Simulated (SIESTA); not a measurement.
BAs:

```
CELL_PARAMETERS angstrom
0.00000 2.38850 2.38850
2.38850 0.00000 2.38850
2.38850 2.38850 0.00000
ATOMIC_POSITIONS crystal
As 0.75000 0.75000 0.75000
B 0.00000 0.00000 0.00000
```

Base run:

| Item | Value |
| --- | --- |
| Program | SIESTA 5.4.2 |
| Functional | BLYP |
| Potentials or basis | PseudoDojo 0.4 standard (PBE files) |
| Basis | DZP (energy shift 0.003 Ry; two zetas on semicore shells) |
| Grid cutoff | 500 Ry |
| Energy shift | 0.003 Ry |
| k mesh | 10 × 10 × 10 |
| Occupations | fermi-dirac, width 0.05 eV |
| Spin | no spin polarisation |

Its results: band gap on the k mesh 1.59 eV, indirect (least direct gap 3.44 eV); pressure 10.2 GPa.

Q: After a change of settings the same cell gave: band gap on the k mesh 1.32 eV, indirect (least direct gap 3.34 eV); pressure 2.7 GPa. Which change was it?
A. functional from BLYP to PBEsol; potentials or basis from PseudoDojo 0.4 standard (PBE files) to PseudoDojo 0.4 standard (PBEsol files)
B. functional from BLYP to vdW-DF-cx
C. basis from DZP (energy shift 0.003 Ry; two zetas on semicore shells) to DZP (energy shift 0.002 Ry); energy shift from 0.003 Ry to 0.002 Ry
D. functional from BLYP to LDA; potentials or basis from PseudoDojo 0.4 standard (PBE files) to PseudoDojo 0.4 standard (LDA files)

A: B.

Caveats: the potentials were made for another functional, which shifts forces and pressure; the basis of atomic orbitals isn't converged, which shifts pressures, moduli and gaps.

Not every run made on this cell is shown here.
